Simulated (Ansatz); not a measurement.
Crystal: CuO.

```
CELL_PARAMETERS angstrom
2.83633 0.00000 0.00000
-1.41816 2.45633 0.00000
0.00000 0.00000 2.76811
ATOMIC_POSITIONS crystal
Cu 0.00000 0.00000 0.00000
O 0.66667 0.33333 0.50000
```

Measurements of this composition are mostly on another form, of space group No. 15.

| Property | Result |
| --- | --- |
| Program | Ansatz 0.2.0 |
| Task | relaxation of cell and atoms |
| Functional | r2SCAN |
| Potentials or basis | Ansatz PAW |
| Cutoff | 500 eV (not typed: the program's choice for these potentials) |
| k mesh | 11 × 11 × 10 |
| Occupations | fermi-dirac, width 0.05 eV |
| Spin | no spin polarisation |

At the start: volume 9.64 Å³/atom.

Problem. How do energy, volume and symmetry change on relaxing?

Solution. It ends after 7 steps and the volume is 9.30 Å³/atom (-3.6 %); space group P-6m2 (No. 187, to 0.05 Å).

The path:
```csv
step,energy change (eV),largest force (eV/Å),volume (Å³)
1,0.0000,0.0000,19.29
2,-0.0353,0.0000,18.98
3,-0.0414,0.0000,18.54
4,-0.0415,0.0000,18.60
5,-0.0407,0.0000,18.60
6,-0.0407,0.0000,18.60
7,-0.0407,0.0000,18.60
```

Final structure:
```
Cu O
1.0
     2.84342    0.00000    0.00000
    -1.42171    2.46248    0.00000
     0.00000    0.00000    2.65615
Cu O
1 1
Direct
  0.00000 0.00000 0.00000
  0.66667 0.33333 0.50000
```

Caveat: the plane-wave basis is chosen anew once the cell has moved, so the energies of steps on either side of that aren't comparable; an odd number of electrons without spin polarisation forces a metal; a magnetic or distorted state may lie lower; the run has no spin polarisation, though such a crystal can be magnetic; the PAW data sets come from PBE, with cores solved anew for the run's functional, which leaves a small shift of forces and pressure.
